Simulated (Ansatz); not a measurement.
Au:

```
CELL_PARAMETERS angstrom
0.00000 2.03500 2.03500
2.03500 0.00000 2.03500
2.03500 2.03500 0.00000
ATOMIC_POSITIONS crystal
Au 0.00000 0.00000 0.00000
```

Base run:

| Item | Value |
| --- | --- |
| Program | Ansatz 0.2.0 |
| Functional | PBEsol-PBE |
| Potentials or basis | all-electron PAW datasets made for the crystal |
| Cutoff | 260 eV |
| Density cutoff | 1040 eV |
| k mesh | 11 × 11 × 11 |
| Occupations | fermi-dirac, width 0.1 eV |
| Spin | no spin polarisation |

Its results: band gap on the k mesh none (metal or under the smearing width); pressure -0.9 GPa.

Q: The run is repeated on the same cell with these changes: functional from PBEsol-PBE to PBE-LDA; spin from no spin polarisation to collinear spin, ferromagnetic start. What comes out?

A: Band gap on the k mesh none (metal or under the smearing width); pressure 28.0 GPa; net moment 0.00 μB per cell.

Several settings changed at once, so the effect can't be laid on one alone.

Caveats: the program warned that the printed levels may be off, so bands, gaps and densities of states are rough (some runs); a pressure of tens of GPa on the cell as given is suspect, and the run, the potentials or the cell itself is likely at fault (some runs).

Not every run made on this cell is shown here.
